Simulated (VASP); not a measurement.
# H2Pt (P6/mmm) in VASP: further runs, part 2 of 2

VASP 6.6.1.

## 4. Single point, PBE (random cell by space group and Wyckoff sites (P6/mmm, No. 191))

Contents of INCAR:

```
  ALGO = Fast
  EDIFF = 1E-6
  ENCUT = 520
  GGA = PE
  ISIF = 2
  ISMEAR = 0
  LASPH = T
  LCHARG = F
  LREAL = F
  LWAVE = F
  NBANDS = 13
  NELM = 80
  PREC = Accurate
  SIGMA = 0.1
```

Contents of KPOINTS:

```
k-points
0
Gamma
  9 9 4
```

Contents of POSCAR:

```
H2Pt
1.0
    2.7039463386      0.0000000027      0.0000000000
   -1.3519731717      2.3416862183      0.0000000000
    0.0000000000      0.0000000000      4.4787022508
H Pt
2 1
Direct
    0.0000000000      0.0000000000      0.3974592095
    0.0000000000      0.0000000000      0.6025407905
    0.0000000000      0.0000000000      0.0000000000
```

Potentials or basis: VASP PAW PBE potentials, release 64 (H, Pt).

Started as:

```console
$ cat potpaw_PBE.64/H/POTCAR potpaw_PBE.64/Pt/POTCAR > POTCAR
$ mpirun -np 1 vasp_std > vasp.out
```

OUTCAR:

```text
EDIFF = 1E-6
   ENCUT = 520
   GGA = PE
   ISIF = 2
   ISMEAR = 0
   LASPH = T
   LREAL = F
   NELM = 80
   PREC = Accurate

 ion  position               nearest neighbor table
   1  0.000  0.000  0.397-   3 1.78
   2  0.000  0.000  0.603-   3 1.78
   3  0.000  0.000  0.000-   1 1.78   2 1.78

  LATTYP: Found a hexagonal cell.
 ALAT       =     2.7039463386
 C/A-ratio  =     1.6563576676

  Lattice vectors:

 A1 = (   2.7039463386,   0.0000000027,   0.0000000000)
 A2 = (  -1.3519731717,   2.3416862183,   0.0000000000)
 A3 = (   0.0000000000,   0.0000000000,   4.4787022508)

Analysis of symmetry for initial positions (statically):
=====================================================================
 Subroutine PRICEL returns:
 Original cell was already a primitive cell.

 Routine SETGRP: Setting up the symmetry group for a
 hexagonal supercell.

 Subroutine GETGRP returns: Found 24 space group operations
 (whereof 24 operations were pure point group operations)
 out of a pool of 24 trial point group operations.

The static configuration has the point symmetry D_6h.

Analysis of symmetry for dynamics (positions and initial velocities):
=====================================================================
 Subroutine PRICEL returns:
 Original cell was already a primitive cell.

 Routine SETGRP: Setting up the symmetry group for a
 hexagonal supercell.

 Subroutine GETGRP returns: Found 24 space group operations
 (whereof 24 operations were pure point group operations)
 out of a pool of 24 trial point group operations.

The dynamic configuration has the point symmetry D_6h.

 Subroutine INISYM returns: Found 24 space group operations
 (whereof 24 operations are pure point group operations),
 and found     1 'primitive' translations

[... 125 lines left out ...]
   LEPSILON=     F    determine dielectric tensor
   LRPA    =     F    only Hartree local field effects (RPA)
 non-spin polarized calculation
 RMM-DIIS sequential band-by-band and
 Gauss-broadening in eV      SIGMA  =   0.10
  energy-cutoff  :      520.00
  volume of cell :       28.36
 maximum number of plane-waves:       777
 NGX is ok and might be reduce to    20
   NGX =  9   NGY =  9   NGZ = 17

 number of electron      11.9999998 magnetization

 Free energy of the ion-electron system (eV)
  ---------------------------------------------------
  ext. energy  EPLUGINS =         0.00000000
  ---------------------------------------------------
  free energy    TOTEN  =       -12.34957260 eV

  energy without entropy =      -12.34032261  energy(sigma->0) =      -12.34494761

 E-fermi :   4.0792     XC(G=0): -10.6814

 val. band max:        4.0760410957   @ k =   0.3333  -0.0000   0.5000
 cond. band min:       4.0870279571   @ k =   0.2222   0.1111   0.5000
 fundamental gap:      0.0109868614
 Fermi energy:         4.0792067824

 k-point     1 :       0.0000    0.0000    0.0000
  band No.  band energies     occupation
      1      -5.0705      2.00000
      2      -2.3705      2.00000
      3       1.3795      2.00000
      4       1.3795      2.00000
      5       3.9961      1.75987
      6       3.9961      1.75987
      7       4.7778      0.00000
      8       7.1147      0.00000
      9      19.2717      0.00000
     10      19.8437      0.00000
     11      21.1320      0.00000
     12      24.9447      0.00000
     13      24.9447      0.00000
[... 354 lines left out ...]
  band No.  band energies     occupation
      1      -1.5696      2.00000
      2       1.1721      2.00000
      3       1.1721      2.00000
      4       1.4113      2.00000
      5       1.4113      2.00000
      6       3.8200      1.99975
      7       9.6020      0.00000
      8      11.7624      0.00000
      9      11.7624      0.00000
     10      16.1558      0.00000
     11      16.1558      0.00000
     12      16.6685      0.00000
     13      22.4898      0.00000

 [... further k-points ...]

------------------------ aborting loop because EDIFF is reached ----------------------------------------

  FORCE on cell =-STRESS in cart. coord.  units (eV):
  Direction    XX          YY          ZZ          XY          YZ          ZX
  --------------------------------------------------------------------------------------
  -------------------------------------------------------------------------------------
  Total       -0.0813779     -0.0813779     -0.0255623      0.0000000     -0.0000000      0.0000000
  in kB       -4.5976758     -4.5976758     -1.4442145      0.0000000     -0.0000000      0.0000000
  external PRESSURE =      -3.5465221 kB  Pullay stress =       0.0000000 kB

 VOLUME and BASIS-vectors are now :
 -----------------------------------------------------------------------------
  energy-cutoff  :      520.00
  volume of cell :       28.36
      direct lattice vectors                 reciprocal lattice vectors
     2.703946339  0.000000003  0.000000000     0.369829824  0.213521349  0.000000000
    -1.351973172  2.341686218  0.000000000    -0.000000000  0.427042698  0.000000000
     0.000000000  0.000000000  4.478702251     0.000000000  0.000000000  0.223278964

 POSITION                                       TOTAL-FORCE (eV/Angst)
 -----------------------------------------------------------------------------------
      0.00000      0.00000      1.78010        -0.000000     -0.000000      0.008881
      0.00000      0.00000      2.69860         0.000000      0.000000     -0.008881
      0.00000      0.00000      0.00000        -0.000000     -0.000000      0.000000
 -----------------------------------------------------------------------------------
    total drift:                               -0.000000      0.000000     -0.000000

  FREE ENERGIE OF THE ION-ELECTRON SYSTEM (eV)
  ---------------------------------------------------
  free  energy   TOTEN  =       -12.3495725994 eV

  energy  without entropy=      -12.3403226116  energy(sigma->0) =      -12.34494761
```

OSZICAR:

```text
N       E                     dE             d eps       ncg     rms          rms(c)
DAV:   1     0.417545985077E+02    0.41755E+02   -0.58007E+03   960   0.814E+02
DAV:   2    -0.124213603234E+02   -0.54176E+02   -0.50201E+02  1141   0.169E+02
DAV:   3    -0.133631353475E+02   -0.94178E+00   -0.93969E+00  1111   0.219E+01
DAV:   4    -0.133688586822E+02   -0.57233E-02   -0.57229E-02  1086   0.191E+00
DAV:   5    -0.133689422455E+02   -0.83563E-04   -0.83563E-04  1141   0.237E-01    0.104E+01
RMM:   6    -0.123965005744E+02    0.97244E+00   -0.11456E+00   943   0.744E+00    0.492E+00
RMM:   7    -0.123587180266E+02    0.37783E-01   -0.45200E-02   970   0.168E+00    0.260E+00
RMM:   8    -0.123496383489E+02    0.90797E-02   -0.16530E-02   998   0.101E+00    0.231E-01
RMM:   9    -0.123495305606E+02    0.10779E-03   -0.23262E-03   997   0.401E-01    0.713E-02
RMM:  10    -0.123495513839E+02   -0.20823E-04   -0.25540E-04  1032   0.118E-01    0.513E-02
RMM:  11    -0.123495698844E+02   -0.18501E-04   -0.47333E-05  1036   0.491E-02    0.180E-02
RMM:  12    -0.123495722114E+02   -0.23270E-05   -0.19411E-05  1034   0.315E-02    0.381E-03
RMM:  13    -0.123495725994E+02   -0.38800E-06   -0.44637E-06   926   0.128E-02
   1 F= -.12349573E+02 E0= -.12344948E+02  d E =-.924999E-02
```

stdout:

```text
POSCAR found type information on POSCAR H Pt
 POSCAR found :  2 types and       3 ions
 scaLAPACK will be used
 LDA part: xc-table for (Slater+PW92), standard interpolation
 POSCAR, INCAR and KPOINTS ok, starting setup
 FFT: planning ... GRIDC
 FFT: planning ... GRID_SOFT
 FFT: planning ... GRID
 WAVECAR not read
 entering main loop
```

It took 10 s on 1 thread of Intel Xeon Platinum 8259CL at 2.50GHz (Skylake/Cascade Lake), shared host; peak memory 0.14 GiB.

Results:

| Quantity | Value |
| --- | --- |
| Free energy | -12.3496 eV |
| Pressure | -0.4 GPa |
| Largest force | 0.009 eV/Å |
| Band gap on the k mesh | none (metal or under the smearing width) |

Forces in eV/Å, atoms in the order of the input:
```
H    0.000  0.000  0.009
H    0.000  0.000 -0.009
Pt   0.000  0.000  0.000
```

Stress tensor (GPa, compression positive):
```
-0.46  0.00  0.00
 0.00 -0.46  0.00
 0.00  0.00 -0.14
```

## 5. Relaxation of cell and atoms, PBE (random cell by space group and Wyckoff sites (P6/mmm, No. 191))

Contents of INCAR:

```
SYSTEM = H2Pt
ALGO     = Normal         ! electronic algorithm
EDIFF    = 1E-6           ! SCF threshold, eV
EDIFFG   = -0.04          ! ionic threshold
ENCUT    = 600            ! plane-wave cutoff, eV
GGA      = PE             ! functional
IBRION   = 2              ! ionic algorithm
ISIF     = 3              ! what is computed and relaxed
ISMEAR   = 0              ! smearing method
LASPH    = .True.         ! aspherical terms in the spheres
LCHARG   = .False.        ! write CHGCAR
LREAL    = .False.        ! projectors in reciprocal space
LWAVE    = .False.        ! write WAVECAR
NELM     = 60             ! most SCF steps
NSW      = 90             ! ionic steps
PREC     = Accurate       ! precision mode
SIGMA    = 0.1            ! smearing width, eV
```

Contents of KPOINTS:

```
k-points
0
Gamma
  9 9 4
  0 0 0
```

Contents of POSCAR:

```
H2Pt
1.0
    2.8498854500      0.0000000000      0.0000000000
   -1.4249427300      2.4680732000      0.0000000000
    0.0000000000      0.0000000000      5.4830605700
H Pt
2 1
Direct
    0.0000000000      0.0000000000      0.3818497300
    0.0000000000      0.0000000000      0.6181502700
    0.0000000000      0.0000000000      0.0000000000
```

Started as:

```console
$ cat potpaw_PBE.64/H/POTCAR potpaw_PBE.64/Pt/POTCAR > POTCAR
$ mpirun -np 1 vasp_std > vasp.out
```

It took 57 s on 1 thread of Intel Xeon Platinum 8259CL at 2.50GHz (Skylake/Cascade Lake), shared host; peak memory 0.19 GiB.

The run converged. Its results:

```
Free energy                            : -12.3514 eV
Relaxed volume                         : 9.46 Å³/atom
Relaxed cell                           : a = 2.704 Å, b = 2.704 Å, c = 4.480 Å, α = 90.00°, β = 90.00°, γ = 120.00°
Space group after relaxing (to 0.05 Å) : P6/mmm (No. 191)
Energy gained by relaxing              : 463.6 meV/atom
Ionic steps                            : 7
Pressure after relaxing                : -0.1 GPa
Largest force after relaxing           : 0.021 eV/Å
Band gap on the k mesh                 : none (metal or under the smearing width)
```

Forces in eV/Å, atoms in the order of the input:
```
H    0.000  0.000  0.021
H    0.000  0.000 -0.021
Pt   0.000  0.000  0.000
```

Stress tensor (GPa, compression positive):
```
-0.23  0.00  0.00
 0.00 -0.23  0.00
 0.00  0.00  0.10
```

Step by step:
| step | energy change (eV) | largest force (eV/Å) | pressure (GPa) | volume (Å³) |
| --- | --- | --- | --- | --- |
| 1 | 0.0000 | 0.8558 | -21.42 | 38.57 |
| 2 | -1.2941 | 0.6327 | -5.94 | 29.63 |
| 3 | -1.3642 | 0.5192 | 1.67 | 27.97 |
| 4 | -1.3652 | 0.5004 | 2.93 | 27.74 |
| 5 | -1.3888 | 0.0233 | 0.65 | 28.20 |
| 6 | -1.3894 | 0.0603 | 0.91 | 28.14 |
| 7 | -1.3908 | 0.0209 | -0.12 | 28.37 |

Final structure:
```xyz
3
Lattice="2.7040 0.0000 0.0000 -1.3520 2.3418 0.0000 0.0000 0.0000 4.4798" Properties=species:S:1:pos:R:3 pbc="T T T"
H     1.3520    2.3418    1.7802
H     0.0000    0.0000    2.6996
Pt    2.7040    0.0000    0.0000
```

Levels at points of the mesh, in eV from the Fermi level:
```tsv
k point	band 2	band 3	band 4	band 5	band 6	band 7	band 8	band 9	band 10
(0.00, 0.00, 0.00)	-6.45	-2.70	-2.70	-0.08	-0.08	0.70	3.04	15.19	15.77
(0.00, 0.00, 0.50)	-7.15	-4.01	-2.70	-2.70	-0.11	-0.11	8.12	14.55	17.18
```

Caveat: the volume moved by over 15 % at a fixed basis, so the end points are rough. Spin-orbit coupling is left out, which matters for the levels of Pt.

## 6. Single point, PBE (random cell by space group and Wyckoff sites (P6/mmm, No. 191))

Contents of INCAR:

```
ALGO = Normal ; EDIFF = 1E-6
ENCUT = 520 ; GGA = PE
ISIF = 2 ; ISMEAR = 0
LASPH = True ; LCHARG = False
LREAL = False ; LWAVE = False
NBANDS = 13 ; NELM = 60
PREC = Accurate ; SIGMA = 0.1
```

Contents of KPOINTS:

```
k-points
0
Gamma
  9 9 4
```

POSCAR is that of step 5.

Potentials or basis: VASP PAW PBE potentials, release 64 (H, Pt).

Started as:

```console
$ cat potpaw_PBE.64/H/POTCAR potpaw_PBE.64/Pt/POTCAR > POTCAR
$ mpirun -np 1 vasp_std > vasp.out
```

Run time: 14 s. Hardware: 1 thread of Intel Xeon Platinum 8259CL at 2.50GHz (Skylake/Cascade Lake), shared host; peak memory 0.17 GiB.

Results (log left out):

* Free energy: -10.9603 eV
* Pressure: -21.5 GPa
* Largest force: 0.855 eV/Å
* Band gap on the k mesh: none (metal or under the smearing width)

Forces on the atoms (eV/Å):
```
H    0.000  0.000  0.855
H    0.000  0.000 -0.855
Pt   0.000  0.000  0.000
```

Stress tensor (GPa, compression positive):
```
-13.29   0.00   0.00
  0.00 -13.29   0.00
  0.00   0.00 -37.97
```

Levels at points of the mesh, in eV from the Fermi level:
```csv
k point,band 3,band 4,band 5,band 6,band 7,band 8,band 9,band 10
"(0.00, 0.00, 0.00)",-2.12,-2.12,-0.16,-0.04,-0.04,1.13,11.10,15.53
"(0.00, 0.00, 0.50)",-3.10,-2.12,-2.12,-0.04,-0.04,6.37,7.50,15.95
```

Caveat: so large a pressure means that the cell lies far from this level's equilibrium, or that cutoff or potentials fall short. The run has no spin-orbit coupling, so splittings on Pt are missing.

## 7. The runs side by side

| task | cell | k mesh | cutoff (eV) | gap on the mesh (eV) | pressure (GPa) | relaxed volume (Å³/atom) | largest force (eV/Å) |
| --- | --- | --- | --- | --- | --- | --- | --- |
| single point | random cell by space group and Wyckoff sites (P6/mmm, No. 191) | 21 × 21 × 10 | 520 | none | -0.3 | - | 0.02 |
| relaxation of cell and atoms | relaxed from: random cell by space group and Wyckoff sites (P6/mmm, No. 191) | 21 × 21 × 10 | 600 | none | 0.0 | 9.42 | - |
| single point | random cell by space group and Wyckoff sites (P6/mmm, No. 191) | 9 × 9 × 4 | 520 | none | -21.5 | - | 0.85 |
| relaxation of cell and atoms | relaxed from: random cell by space group and Wyckoff sites (P6/mmm, No. 191) | 9 × 9 × 4 | 600 | none | -0.1 | 9.46 | 0.02 |

Alike in all rows: level PBE; potentials or basis VASP PAW PBE potentials, release 64 (H, Pt); no spin polarisation; smearing gaussian 0.1 eV.

Caveats: so large a pressure means that the cell lies far from this level's equilibrium, or that cutoff or potentials fall short (some runs); the volume moved by over 15 % at a fixed basis, so the end points are rough (some runs).

Absolute energies hang on the potentials; compare differences alone.
